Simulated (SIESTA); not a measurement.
The system is TiO2.

```
CELL_PARAMETERS angstrom
6.15358 -1.88347 0.00000
6.15358 1.88347 0.00000
-1.92833 0.00000 6.32897
ATOMIC_POSITIONS crystal
Ti 0.90007 0.90007 0.28960
Ti 0.19529 0.19529 0.28376
Ti 0.09993 0.09993 0.71040
Ti 0.80471 0.80471 0.71624
O 0.36193 0.36193 0.29340
O 0.26349 0.26349 0.65250
O 0.86719 0.86719 0.99529
O 0.73651 0.73651 0.34750
O 0.94165 0.94165 0.63002
O 0.13281 0.13281 0.00471
O 0.63807 0.63807 0.70660
O 0.05835 0.05835 0.36998
```

The cell comes from a database or a generator and needn't be the stable form of this composition.

Base run:

| Item | Value |
| --- | --- |
| Program | SIESTA 5.4.2 |
| Functional | LDA |
| Potentials or basis | PseudoDojo 0.4 standard (LDA files) |
| Basis | DZP (energy shift 0.003 Ry; two zetas on semicore shells) |
| Grid cutoff | 800 Ry |
| Energy shift | 0.003 Ry |
| k mesh | 8 × 8 × 4 |
| Occupations | fermi-dirac, width 0.05 eV |
| Spin | no spin polarisation |

Its results: band gap on the k mesh 2.58 eV, indirect (least direct gap 2.74 eV); pressure -8.7 GPa; largest force 0.231 eV/Å.

Problem. The run is repeated on the same cell with these changes: functional from LDA to PBEsol; potentials or basis from PseudoDojo 0.4 standard (LDA files) to PseudoDojo 0.4 standard (PBEsol files). What comes out?

Solution. Band gap on the k mesh 2.62 eV, indirect (least direct gap 2.78 eV); pressure -4.0 GPa; largest force 0.170 eV/Å.

Caveats: the basis of atomic orbitals isn't converged, which shifts pressures, moduli and gaps.

Not every run made on this cell is shown here.
